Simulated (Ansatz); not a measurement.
# Cd: the cost of one run

Method: DFT PBE, scalar-relativistic, plane waves, PAW, in Ansatz 0.2.0.

## 1. Starting point

It takes space group C2/m (No. 12, monoclinic). The conventional cell has a = 4.468 Å, b = 4.092 Å, c = 3.060 Å, α = 90.00°, β = 96.54°, γ = 90.00°. Hg (site symmetry 2/m) is surrounded by 6 Hg at 3.03 to 3.06 Å.

Cell or atoms stand a little off a more symmetric structure (R-3m at a tolerance of 0.3 Å), so results at this geometry aren't those of that ideal crystal.

As a file:

```cif
data_structure
_symmetry_space_group_name_H-M 'P 1'
_symmetry_Int_Tables_number 1
_cell_length_a 3.0292
_cell_length_b 3.0292
_cell_length_c 3.0597
_cell_angle_alpha 94.822
_cell_angle_beta 94.822
_cell_angle_gamma 84.966
_cell_volume 27.79
loop_
_atom_site_label
_atom_site_type_symbol
_atom_site_fract_x
_atom_site_fract_y
_atom_site_fract_z
_atom_site_occupancy
Hg1 Hg 0.50000 0.50000 0.50000 1
```

The structure comes from the Materials Project (structure only).

## 2. One element swapped, cell strained: Hg → Cd, first probe

The change: Cd takes all sites of Hg, and lengths are scaled by 1.055 as a first guess of the size; strain xx, yy, zz, yz, xz, xy = +2.1, +2.1, +2.1, +0.0, +0.0, +0.0 %.

File input.yaml:

```yaml
crystal:
  lattice:
    - [2.4048543378, -2.2023470743, 0.0]
    - [2.4048543378, 2.2023470743, 0.0]
    - [-0.3754101135, 0.0, 3.2723166997]
  atoms:
    - { symbol: Cd, position: [0.5, 0.5, 0.5] }
basis:
  ecutwfc: 420
kpoints:
  mp_grid: { grid: [6, 6, 6] }
hamiltonian:
  xc: pbe
scf:
  occupations: { method: gaussian, width: 0.1 }
output:
  forces: true
  stress: true
  eigenvalues: true
```

On the command line:

```sh
> ansatz run input.yaml --threads 1 --pin off --max-ram 1331MiB --backend cpu --events-out ev --progress --plain --runs-dir out
```

**Question.** How long does this run take on 1 thread of an x86-64 CPU, shared host, and how much memory does it need?

About 3 s, with a peak of 0.32 GiB.
